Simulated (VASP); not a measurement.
Wanted: the native input for a VASP 6.6.1 run.

| Item | Value |
| --- | --- |
| Task | relaxation of shape and atoms at fixed volume |
| Functional | PBE |
| Potentials or basis | VASP PAW PBE potentials, release 64 (Lu) |
| Cutoff | 300 eV |
| k mesh | 6 × 6 × 4 |
| Occupations | methfessel-paxton, width 0.1 eV |
| Spin | no spin polarisation |
| Further INCAR settings | ALGO = Fast; EDIFF = 1e-07; IBRION = 2; EDIFFG = -0.01; NSW = 40; ISIF = 4 |

The structure of Lu lies in POSCAR:

```
Lu                                      
1.0
    3.4887466344      0.0000000000     -0.0000000000
   -1.7443733172      3.0213432127      0.0000000000
   -0.0000000000      0.0000000000      5.3801399270
  Lu            
     2
Direct
     0.3333333332999970    0.6666666667000030    0.2500000000000000
     0.6666666667000030    0.3333333332999970    0.7500000000000000
```

The cell isn't the ideal one: a relaxed cell with its volume scaled by 0.98.

One way to write it, as run:

INCAR

```
ALGO = Fast ; EDIFF = 1E-7
EDIFFG = -0.01 ; ENCUT = 300
GGA = PE ; IBRION = 2
ISIF = 4 ; ISMEAR = 1
LASPH = T ; LCHARG = F
LREAL = F ; LWAVE = F
NELM = 80 ; NSW = 40
PREC = Accurate ; SIGMA = 0.1
```

KPOINTS

```
k-points
0
Gamma
  6 6 4
```

Potentials or basis: VASP PAW PBE potentials, release 64 (Lu).

Command:

```bash
$ cat potpaw_PBE.64/Lu/POTCAR > POTCAR
$ mpirun -np 1 vasp_std > vasp.out
```

Results of the run:

The pressure after relaxing is 0.7 GPa and the band gap on the k mesh is none (metal or under the smearing width).

Caveat: the cutoff is under 1.25 times the usual one of these potentials, so pressure, stress and relaxed cells hold a basis-set (Pulay) error; the relaxation stopped at its first step, so nothing moved.

Wall time 35 s on 1 thread of Intel(R) Xeon(R) 6975P-C (Granite Rapids), on a shared host, peak memory 0.14 GiB.
